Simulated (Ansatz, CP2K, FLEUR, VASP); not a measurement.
**Si: equilibrium volume by level of theory**

Symmetry: Fd-3m, No. 227, cubic system. Conventional cell: a = 5.444 Å, b = 5.444 Å, c = 5.444 Å, α = 90.00°, β = 90.00°, γ = 90.00°. Si (site symmetry -43m) has 4 Si at 2.36 Å as nearest neighbours.

```tsv
rung	level	program and potentials	cutoff (eV)	k mesh	smearing	task	equilibrium volume (Å³/atom)	miss	notes
GGA	AM05	VASP, PBE PAW files Si, 600 eV	600	8 × 8 × 8	fermi-dirac 0.05	relaxation of cell and atoms	20.09	+0.3 %	potentials made for PBE
GGA	BLYP	FLEUR, all-electron, FLAPW	-	8 × 8 × 8	fermi-dirac 0.05	equation of state	21.12	+5.5 %	fit through 5 volumes
GGA	BLYP	VASP, PBE PAW files Si, 600 eV	600	8 × 8 × 8	fermi-dirac 0.05	relaxation of cell and atoms	21.21	+5.9 %	potentials made for PBE
GGA	PBE	Ansatz, Ansatz PAW (earlier soft set)	420	8 × 8 × 8	fermi-dirac 0.05	equation of state	20.46	+2.2 %	-
GGA	PBE	CP2K, POTENTIAL_UZH Si GTH-PBE-q4; TZVP-MOLOPT-PBE-GTH basis	-	8 × 8 × 8	fermi-dirac 0.05	equation of state	20.43	+2.0 %	atomic basis
GGA + dispersion	PBE+D4	Ansatz, all-electron LAPW, scalar-relativistic	-	8 × 8 × 8	fermi-dirac 0.05	relaxation of cell and atoms	19.89	-0.6 %	-
GGA	PW91	VASP, PBE PAW files Si, 600 eV	600	8 × 8 × 8	fermi-dirac 0.05	relaxation of cell and atoms	20.45	+2.1 %	potentials made for PBE
non-local van der Waals functional	optPBE-vdW	VASP, PBE PAW files Si, 600 eV	600	8 × 8 × 8	fermi-dirac 0.05	relaxation of cell and atoms	20.61	+2.9 %	potentials made for PBE
```

All rows: no spin polarisation. Smearing widths are in eV. Meshes are those of the run's cell of 2 atoms unless a note names another. Relaxations start from the cell shown or near it and stop with a little pressure left. The cell shown, of 20.16 Å³ an atom, is the runs' start and not the measured value. Misses use the values as printed. Runs on faulty files, with rough fits or with known faults for this quantity aren't shown. No row holds spin-orbit coupling.

By rung: GGA 20.09 to 21.21; GGA + dispersion 19.89; non-local van der Waals functional 20.61; GGA in atomic bases 20.43 (Å³/atom). Measured: 20.02 Å³/atom at 295.65 K (a printed reference work). Closest, coarse meshes and atomic bases left aside, is AM05 (+0.3 %), and PBE misses by +2.2 % on plain settings. The runs are for a static lattice, while measurements hold temperature and zero-point motion.
